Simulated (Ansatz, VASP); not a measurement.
## GaP: VASP beside Ansatz

Contents of INCAR:

```
SYSTEM = GaP
PREC = Accurate
ENCUT = 520
EDIFF = 1E-7
ISMEAR = 0
SIGMA = 0.02
LREAL = .False.
LASPH = .True.
NELM = 80
ALGO = Normal
ISIF = 2
LWAVE = .False.
LCHARG = .False.
GGA = PE
NBANDS = 16
```

The input KPOINTS:

```
Automatic mesh
0
Gamma
  8 8 8
  0 0 0
```

Contents of POSCAR:

```
GaP
1.0
    0.0000000000      2.8065218197      2.8065218197
    2.8065218197      0.0000000000      2.8065218197
    2.8065218197      2.8065218197      0.0000000000
Ga P
1 1
Direct
    0.0000000000      0.0000000000      0.0000000000
    0.2500000000      0.2500000000      0.2500000000
```

Input for Ansatz:

```yaml
crystal:
  lattice:
    - [0.0, 2.8065218197, 2.8065218197]
    - [2.8065218197, 0.0, 2.8065218197]
    - [2.8065218197, 2.8065218197, 0.0]
  atoms:
    - { symbol: Ga, position: [0.0, 0.0, 0.0] }
    - { symbol: P, position: [0.25, 0.25, 0.25] }
basis:
  ecutwfc: 420
kpoints:
  mp_grid: { grid: [8, 8, 8] }
hamiltonian:
  xc: pbe
scf:
  occupations: { method: gaussian, width: 0.02 }
output:
  forces: true
  stress: true
  eigenvalues: true
```

Alike in both runs: task single point; functional PBE; k mesh 8 × 8 × 8; occupations gaussian, width 0.02 eV; no spin polarisation.

|  | VASP | Ansatz |
| --- | --- | --- |
| version | VASP 6.6.1 | Ansatz 0.2.0 |
| potentials or method | VASP PAW PBE potentials, release 64 (Ga_d, P) | scalar-relativistic, plane waves, PAW |
| plane-wave cutoff (eV) | 520 | 420 |
| valence electrons in the cell | 18 | 18 |

```tsv
	VASP	Ansatz	Ansatz less VASP
gap on the k mesh at the Fermi level (eV)	1.11	1.12	+0.004
least direct gap on the mesh (eV)	1.11	1.12	+0.004
pressure (GPa)	-3.9	-3.9	-0.01
```

With one functional, cell and mesh, what is left measures potentials, basis and numerics.

A k mesh can miss the band edges.
